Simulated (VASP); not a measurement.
# CaS (Fm-3m) in VASP: a series of runs

Runs on CaS. Level: LDA. Tasks: single point, relaxation of cell and atoms.

Everything below comes from runs of VASP 6.6.1. Logs are shortened: lines on timing, memory, paths and dates and some standing lists are left out, and cuts for length are marked.

## Step 1: The crystal as given

The structure is cubic, space group Fm-3m (No. 225). The conventional cell has a = 5.153 Å, b = 5.153 Å, c = 5.153 Å, α = 90.00°, β = 90.00°, γ = 90.00°. Ca (site symmetry m-3m) has 6 S at 2.58 Å as nearest neighbours. S (site symmetry m-3m) is surrounded by 6 Ca at 2.58 Å.

## Step 2: Single point, LDA

The input, INCAR:

```
PREC = Accurate
ENCUT = 520
EDIFF = 1E-7
ISMEAR = 0
SIGMA = 0.01
LREAL = F
LASPH = T
NELM = 100
ALGO = Normal
ISIF = 2
LWAVE = F
LCHARG = F
NBANDS = 15
```

The input, KPOINTS:

```
regular mesh
0
Gamma
  8 8 8
```

The input, POSCAR:

```
CaS
1.0
    0.0000000000      2.5764785225      2.5764785225
    2.5764785225      0.0000000000      2.5764785225
    2.5764785225      2.5764785225      0.0000000000
Ca S
1 1
Direct
    0.0000000000      0.0000000000      0.0000000000
    0.5000000000      0.5000000000      0.5000000000
```

Potentials or basis: VASP PAW LDA potentials, release 64 (Ca_sv, S).

The run is started by

```console
cat potpaw_LDA.64/Ca_sv/POTCAR potpaw_LDA.64/S/POTCAR > POTCAR
mpirun -np 1 vasp_std > vasp.out
```

OUTCAR:

```text
PREC = Accurate
   ENCUT = 520
   EDIFF = 1E-7
   ISMEAR = 0
   LREAL = F
   LASPH = T
   NELM = 100
   ISIF = 2

 ion  position               nearest neighbor table
   1  0.000  0.000  0.000-   2 2.58   2 2.58   2 2.58   2 2.58   2 2.58   2 2.58
   2  0.500  0.500  0.500-   1 2.58   1 2.58   1 2.58   1 2.58   1 2.58   1 2.58

  LATTYP: Found a face centered cubic cell.
 ALAT       =     5.1529570450

  Lattice vectors:

 A1 = (   0.0000000000,   2.5764785225,   2.5764785225)
 A2 = (   2.5764785225,   0.0000000000,   2.5764785225)
 A3 = (   2.5764785225,   2.5764785225,   0.0000000000)

Analysis of symmetry for initial positions (statically):
=====================================================================
 Subroutine PRICEL returns:
 Original cell was already a primitive cell.

 Routine SETGRP: Setting up the symmetry group for a
 face centered cubic supercell.

 Subroutine GETGRP returns: Found 48 space group operations
 (whereof 48 operations were pure point group operations)
 out of a pool of 48 trial point group operations.

The static configuration has the point symmetry O_h .

Analysis of symmetry for dynamics (positions and initial velocities):
=====================================================================
 Subroutine PRICEL returns:
 Original cell was already a primitive cell.

 Routine SETGRP: Setting up the symmetry group for a
 face centered cubic supercell.

 Subroutine GETGRP returns: Found 48 space group operations
 (whereof 48 operations were pure point group operations)
 out of a pool of 48 trial point group operations.

The dynamic configuration has the point symmetry O_h .

 Subroutine INISYM returns: Found 48 space group operations
 (whereof 48 operations are pure point group operations),
 and found     1 'primitive' translations

----------------------------------------------------------------------------------------

                                     Primitive cell

  volume of cell :      34.2066

  direct lattice vectors                    reciprocal lattice vectors
     0.000000000  2.576478522  2.576478522    -0.194063329  0.194063329  0.194063329
     2.576478522  0.000000000  2.576478522     0.194063329 -0.194063329  0.194063329
     2.576478522  2.576478522  0.000000000     0.194063329  0.194063329 -0.194063329

  length of vectors
     3.643690870  3.643690870  3.643690870     0.336127546  0.336127546  0.336127546

  position of ions in fractional coordinates (direct lattice)
     0.000000000  0.000000000  0.000000000
     0.500000000  0.500000000  0.500000000

  ion indices of the primitive-cell ions
   primitive index   ion index
                 1           1
                 2           2

----------------------------------------------------------------------------------------

 KPOINTS: regular mesh

Automatic generation of k-mesh.
 Grid dimensions read from file:
 generate k-points for:    8    8    8

 Generating k-lattice:

  Cartesian coordinates                     Fractional coordinates (reciprocal lattice)
    -0.024257916  0.024257916  0.024257916     0.125000000  0.000000000  0.000000000
     0.024257916 -0.024257916  0.024257916     0.000000000  0.125000000  0.000000000
     0.024257916  0.024257916 -0.024257916     0.000000000  0.000000000  0.125000000

  Length of vectors
     0.042015943  0.042015943  0.042015943

  Shift w.r.t. Gamma in fractional coordinates (k-lattice)
     0.000000000  0.000000000  0.000000000

 Subroutine IBZKPT returns following result:
 ===========================================

 Found     29 irreducible k-points:

 Following reciprocal coordinates:
            Coordinates               Weight
  0.000000  0.000000  0.000000      1.000000
  0.125000  0.000000  0.000000      8.000000
  0.250000  0.000000  0.000000      8.000000
  0.375000  0.000000  0.000000      8.000000
  0.500000  0.000000  0.000000      4.000000
  0.125000  0.125000  0.000000      6.000000
[... 16 lines left out ...]
  0.500000  0.250000  0.125000     48.000000
 -0.375000  0.250000  0.125000     24.000000
 [... further k-points ...]
   k-points           NKPTS =     29   k-points in BZ     NKDIM =     29   number of bands    NBANDS=     15
   number of dos      NEDOS =    301   number of ions     NIONS =      2
   total plane-waves  NPLWV =  21952
   dimension x,y,z NGX =    28 NGY =   28 NGZ =   28
   dimension x,y,z NGXF=    56 NGYF=   56 NGZF=   56
   ions per type =               1   1
   NGX,Y,Z   is equivalent  to a cutoff of  12.78, 12.78, 12.78 a.u.
   NGXF,Y,Z  is equivalent  to a cutoff of  25.55, 25.55, 25.55 a.u.
 SYSTEM =  unknown system
   PREC   = accura    normal or accurate (medium, high low for compatibility)
   ISTART =      0    job   : 0-new  1-cont  2-samecut
   ICHARG =      2    charge: 1-file 2-atom 10-const
   ISPIN  =      1    spin polarized calculation?
   LNONCOLLINEAR =      F non collinear calculations
   LSORBIT =      F    spin-orbit coupling
   LASPH  =      T    aspherical Exc in radial PAW
   ENCUT  =  520.0 eV  38.22 Ry    6.18 a.u.   6.77  6.77  6.77*2*pi/ulx,y,z
   NELM   =    100;   NELMIN=  2; NELMDL= -5     # of ELM steps
   EDIFF  = 0.1E-06   stopping-criterion for ELM
   LREAL  =      F    real-space projection
   EDIFFG = 0.1E-05   stopping-criterion for IOM
   NSW    =      0    number of steps for IOM
   IBRION =     -1    ionic relax: 0-MD 1-quasi-New 2-CG
   NFREE  =      0    steps in history (QN), initial steepest desc. (CG)
   ISIF   =      2    stress and relaxation
   ISYM   =      2    0-nonsym 1-usesym 2-fastsym
   POTIM  = 0.5000    time-step for ionic-motion
   TEBEG  =    0.0;   TEEND  =   0.0 temperature during run
   PSTRESS=    0.0 pullay stress
   NELECT =      16.0000    total number of electrons
   NUPDOWN=      -1.0000    fix difference up-down
   EMIN   =  10.00;   EMAX   =-10.00  energy-range for DOS
   EFERMI =   0.00;   METHOD = LEGACY
   ISMEAR =     0;   SIGMA  =   0.01  broadening in eV -4-tet -1-fermi 0-gaus
   EFERMI_NEDOS =   21; number of points for ismear=-14 and -15
   IALGO  =     38    algorithm
   IMIX   =      4    mixing-type and parameters
     AMIX     =   0.40;   BMIX     =  1.00
     AMIX_MAG =   1.60;   BMIX_MAG =  1.00
  volume/ion in A,a.u.               =      17.10       115.42
  Fermi-wavevector in a.u.,A,eV,Ry     =   1.270803  2.401470 21.972603  1.614941
  Thomas-Fermi vector in A             =   2.403771
   LORBIT       =      0    0 simple, 1 ext, 2 COOP (PROOUT), +10 PAW based schemes
   GGA     = CA    functional components
   LHFCALC =     F    Hartree Fock is set to
   AEXX    =    0.0000 exact exchange contribution
   IVDW    =     0    specifies the selected vdW correction
   LEPSILON=     F    determine dielectric tensor
   LRPA    =     F    only Hartree local field effects (RPA)
 non-spin polarized calculation
 Gauss-broadening in eV      SIGMA  =   0.01
  energy-cutoff  :      520.00
  volume of cell :       34.21
 maximum number of plane-waves:       941
   NGX = 13   NGY = 13   NGZ = 13

 number of electron      15.9999999 magnetization

 Free energy of the ion-electron system (eV)
  ---------------------------------------------------
  ext. energy  EPLUGINS =         0.00000000
  ---------------------------------------------------
  free energy    TOTEN  =       -10.83857577 eV

  energy without entropy =      -10.83857577  energy(sigma->0) =      -10.83857577

 E-fermi :   5.2342     XC(G=0): -11.0431

 val. band max:        5.1409189435   @ k =   0.0000   0.0000   0.0000
 cond. band min:       6.2437060568   @ k =   0.5000   0.5000   0.0000
 fundamental gap:      1.1027871133
 Fermi energy:         5.2341715941

 k-point     1 :       0.0000    0.0000    0.0000
  band No.  band energies     occupation
      1     -32.7992      2.00000
      2     -14.0936      2.00000
      3     -14.0936      2.00000
      4     -14.0936      2.00000
      5      -7.3343      2.00000
      6       5.1409      2.00000
      7       5.1409      2.00000
      8       5.1409      2.00000
      9       8.7469      0.00000
     10       8.7469      0.00000
     11       8.7469      0.00000
     12       9.6945      0.00000
     13       9.6945      0.00000
     14      11.2347      0.00000
     15      16.3087      0.00000

 k-point     2 :       0.1250    0.0000    0.0000
  band No.  band energies     occupation
      1     -32.7907      2.00000
      2     -14.2003      2.00000
      3     -14.0994      2.00000
      4     -14.0994      2.00000
      5      -7.0963      2.00000
      6       4.2260      2.00000
      7       4.6916      2.00000
      8       4.6916      2.00000
      9       8.9319      0.00000
     10       9.0885      0.00000
     11       9.0885      0.00000
     12      10.4047      0.00000
     13      10.4047      0.00000
     14      12.0300      0.00000
     15      16.9340      0.00000

 k-point     3 :       0.2500    0.0000    0.0000
  band No.  band energies     occupation
      1     -32.7703      2.00000
      2     -14.4402      2.00000
      3     -14.1134      2.00000
      4     -14.1134      2.00000
      5      -6.4997      2.00000
      6       2.6056      2.00000
      7       3.9138      2.00000
      8       3.9138      2.00000
      9       9.2570      0.00000
     10       9.9417      0.00000
     11       9.9417      0.00000
     12      12.0433      0.00000
     13      12.0433      0.00000
     14      13.3841      0.00000
     15      17.2139      0.00000
[... 343 lines left out ...]
 k-point    23 :       0.5000    0.2500    0.1250
  band No.  band energies     occupation
      1     -32.7390      2.00000
      2     -14.5755      2.00000
      3     -14.2575      2.00000
      4     -14.1651      2.00000
      5      -5.9218      2.00000
      6       1.6138      2.00000
      7       3.1530      2.00000
      8       3.4102      2.00000
      9       9.1594      0.00000
     10      11.6031      0.00000
     11      11.9407      0.00000
     12      12.1532      0.00000
     13      13.1620      0.00000
     14      15.3165      0.00000
     15      15.6765      0.00000

 k-point    24 :      -0.3750    0.2500    0.1250
  band No.  band energies     occupation
      1     -32.7322      2.00000
      2     -14.6190      2.00000
      3     -14.2683      2.00000
      4     -14.1820      2.00000
      5      -5.7708      2.00000
      6       1.4377      2.00000
      7       2.9193      2.00000
      8       3.2552      2.00000
      9      10.1887      0.00000
     10      10.6004      0.00000
     11      12.3423      0.00000
     12      13.0970      0.00000
     13      13.3410      0.00000
     14      14.3431      0.00000
     15      16.5507      0.00000

 [... further k-points ...]
[... 5 lines left out ...]
  --------------------------------------------------------------------------------------
  -------------------------------------------------------------------------------------
  Total        5.4730146      5.4730146      5.4730146      0.0000000     -0.0000000     -0.0000000
  in kB      256.3466319    256.3466319    256.3466319      0.0000000     -0.0000000     -0.0000000
  external PRESSURE =     256.3466319 kB  Pullay stress =       0.0000000 kB

 VOLUME and BASIS-vectors are now :
 -----------------------------------------------------------------------------
  energy-cutoff  :      520.00
  volume of cell :       34.21
      direct lattice vectors                 reciprocal lattice vectors
     0.000000000  2.576478522  2.576478522    -0.194063329  0.194063329  0.194063329
     2.576478522  0.000000000  2.576478522     0.194063329 -0.194063329  0.194063329
     2.576478522  2.576478522  0.000000000     0.194063329  0.194063329 -0.194063329

 POSITION                                       TOTAL-FORCE (eV/Angst)
 -----------------------------------------------------------------------------------
      0.00000      0.00000      0.00000        -0.000000     -0.000000     -0.000000
      2.57648      2.57648      2.57648         0.000000      0.000000      0.000000
 -----------------------------------------------------------------------------------
    total drift:                                0.000000      0.000000      0.000000

  FREE ENERGIE OF THE ION-ELECTRON SYSTEM (eV)
  ---------------------------------------------------
  free  energy   TOTEN  =       -10.8385757679 eV

  energy  without entropy=      -10.8385757679  energy(sigma->0) =      -10.83857577
```

It took 11 s on 1 thread of Intel Xeon Platinum 8488C (Sapphire Rapids), shared host; peak memory 0.14 GiB.

What came out:

* Free energy: -10.8386 eV
* Pressure: 25.6 GPa
* Band gap on the k mesh: 1.10 eV, indirect (least direct gap 2.10 eV)

Caveat: so large a pressure means that the cell lies far from this level's equilibrium, or that cutoff or potentials fall short. A k mesh can miss the band edges.

## Step 3: Relaxation of cell and atoms, LDA, target pressure 25 GPa, at which the enthalpy is minimised

This run uses another cell than the first one, of 21.53 Å³/atom, 1.259 times its volume.

The input, INCAR:

```
PREC     = Accurate       # precision mode
ENCUT    = 600            # plane-wave cutoff, eV
EDIFF    = 1E-6           # SCF threshold, eV
ISMEAR   = 0              # smearing method
SIGMA    = 0.01           # smearing width, eV
LREAL    = False          # projectors in reciprocal space
LASPH    = True           # aspherical terms in the spheres
NELM     = 100            # most SCF steps
ALGO     = Normal         # electronic algorithm
ISIF     = 3              # what is computed and relaxed
LWAVE    = False          # write WAVECAR
LCHARG   = False          # write CHGCAR
IBRION   = 2              # ionic algorithm
NSW      = 80             # ionic steps
EDIFFG   = -0.001         # ionic threshold
PSTRESS  = 250.0
```

The input, KPOINTS:

```
Automatic mesh
0
Gamma
  8 8 8
```

The input, POSCAR:

```
CaS
1.0
    0.0000000000      2.7818840150      2.7818840150
    2.7818840150      0.0000000000      2.7818840150
    2.7818840150      2.7818840150      0.0000000000
Ca S
1 1
Direct
    0.0000000000      0.0000000000      0.0000000000
    0.5000000000      0.5000000000      0.5000000000
```

Potentials or basis: VASP PAW LDA potentials, release 64 (Ca_sv, S).

The run is started by

```console
cat potpaw_LDA.64/Ca_sv/POTCAR potpaw_LDA.64/S/POTCAR > POTCAR
mpirun -np 1 vasp_std > vasp.out
```

It took 95 s on 1 thread of Intel Xeon Platinum 8488C (Sapphire Rapids), shared host; peak memory 0.17 GiB.

Results (log left out):

```
Free energy                                            : -10.8628 eV
Relaxed volume                                         : 17.18 Å³/atom
Relaxed cell                                           : a = 3.649 Å, b = 3.649 Å, c = 3.649 Å, α = 60.00°, β = 60.00°, γ = 60.00°
Space group after relaxing (to 0.05 Å)                 : Fm-3m (No. 225)
Energy change on relaxing (the enthalpy is what falls) : +285.5 meV/atom
Ionic steps                                            : 24
Pressure after relaxing                                : 25.0 GPa
Band gap on the k mesh                                 : 1.12 eV, indirect (least direct gap 2.12 eV)
```

Step by step:
| step | energy change (eV) | largest force (eV/Å) | pressure (GPa) | volume (Å³) |
| --- | --- | --- | --- | --- |
| 1 | 0.0000 | 0.0000 | 0.31 | 43.06 |
| 2 | 3.6660 | 0.0000 | 101.92 | 25.52 |
| 3 | 0.4806 | 0.0000 | 22.25 | 34.97 |
| 4 | 0.5514 | 0.0000 | 24.42 | 34.48 |
| 5 | 0.5759 | 0.0000 | 25.15 | 34.32 |
| 6 | 0.5647 | 0.0000 | 24.82 | 34.39 |
| 7 | 0.5708 | 0.0000 | 24.97 | 34.35 |
| 8 | 0.5716 | 0.0000 | 25.02 | 34.35 |
| 9 | 0.5713 | 0.0000 | 25.03 | 34.35 |
| 10 | 0.5710 | 0.0000 | 25.02 | 34.35 |
| 11 | 0.5708 | 0.0000 | 25.01 | 34.35 |
| 12 | 0.5705 | 0.0000 | 25.01 | 34.36 |
| 13 | 0.5697 | 0.0000 | 24.97 | 34.36 |
| 14 | 0.5702 | 0.0000 | 24.95 | 34.36 |
| 15 | 0.5704 | 0.0000 | 24.97 | 34.36 |
| 16 | 0.5704 | 0.0000 | 24.98 | 34.36 |
| 17 | 0.5705 | 0.0000 | 24.98 | 34.36 |
| 18 | 0.5707 | 0.0000 | 24.98 | 34.36 |
| 19 | 0.5710 | 0.0000 | 24.98 | 34.35 |
| 20 | 0.5717 | 0.0000 | 25.02 | 34.35 |
| 21 | 0.5713 | 0.0000 | 25.04 | 34.35 |
| 22 | 0.5711 | 0.0000 | 25.02 | 34.35 |
| 23 | 0.5711 | 0.0000 | 25.01 | 34.35 |
| 24 | 0.5711 | 0.0000 | 25.01 | 34.35 |

Final structure:
```
Ca S
1.0
     0.00000    2.58016    2.58016
     2.58016    0.00000    2.58016
     2.58016    2.58016    0.00000
Ca S
1 1
Cartesian
  0.0000 0.0000 0.0000
  2.5802 2.5802 2.5802
```

Levels at points of the mesh, in eV from the valence-band top:
```csv
k point,band 5,band 6,band 7,band 8,band 9,band 10,band 11,band 12
"(0.00, 0.00, 0.00)",-12.46,0.00,0.00,0.00,3.62,3.62,3.62,4.56
"(0.50, 0.00, 0.00)",-10.67,-4.39,-1.99,-1.99,5.53,6.81,6.81,6.82
"(0.50, 0.50, 0.00)",-11.50,-2.85,-0.99,-0.99,1.12,5.83,7.28,7.70
```

Caveat: the cell is relaxed towards a set pressure, so the enthalpy falls and the energy may rise; the volume moved by over 15 % at a fixed basis, so the end points are rough.
